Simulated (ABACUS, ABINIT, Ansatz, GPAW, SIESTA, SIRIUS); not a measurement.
# One calculation of Ti, 6 ways

```xyz
1
Lattice="0.0000 2.0300 2.0300 2.0300 0.0000 2.0300 2.0300 2.0300 0.0000" Properties=species:S:1:pos:R:3 pbc="T T T"
Ti    0.0000    0.0000    0.0000
```

This isn't the form of Ti at room conditions, which is hcp.

Alike in all runs: task single point; functional PBEsol; k mesh 11 × 11 × 11; occupations fermi-dirac, width 0.05 eV; no spin polarisation; no spin-orbit coupling. Pressure is positive in compression and, in plane waves, holds the error of the finite cutoff.

```json
{"program and potentials": "ABINIT, PseudoDojo NC SR PBEsol v0.4.1 standard", "plane-wave cutoff (eV)": "1143", "notes": "-", "pressure (GPa)": "-0.47"}
{"program and potentials": "Ansatz, all-electron LAPW, scalar-relativistic", "plane-wave cutoff (eV)": "-", "notes": "-", "pressure (GPa)": "-0.55"}
{"program and potentials": "SIESTA, files PseudoDojo sr-pbesol-0.4.1-standard, DZP (energy shift 0.003 Ry; two zetas on semicore shells)", "plane-wave cutoff (eV)": "-", "notes": "atomic basis", "pressure (GPa)": "-0.03"}
{"program and potentials": "GPAW, PAW data sets generated for this functional", "plane-wave cutoff (eV)": "600", "notes": "-", "pressure (GPa)": "-0.95"}
{"program and potentials": "ABACUS, PseudoDojo NC SR 0.4.1 PBEsol standard, plane waves", "plane-wave cutoff (eV)": "1143", "notes": "-", "pressure (GPa)": "-0.46"}
{"program and potentials": "SIRIUS, PseudoDojo 0.4.1 PBEsol standard (scalar relativistic)", "plane-wave cutoff (eV)": "1152", "notes": "-", "pressure (GPa)": "-0.48"}
```

The pressure spans -0.95 (GPAW, PAW data sets generated for this functional) to -0.03 GPa (SIESTA, files PseudoDojo sr-pbesol-0.4.1-standard, DZP (energy shift 0.003 Ry; two zetas on semicore shells)), with all-electron results at -0.55. Rows in atomic bases carry the error of their basis and grid, which can be large.

Differences between rows come from potentials, basis sets and numerical settings, since the functional is the same but for its coding. Runs on potential files found faulty are left out.
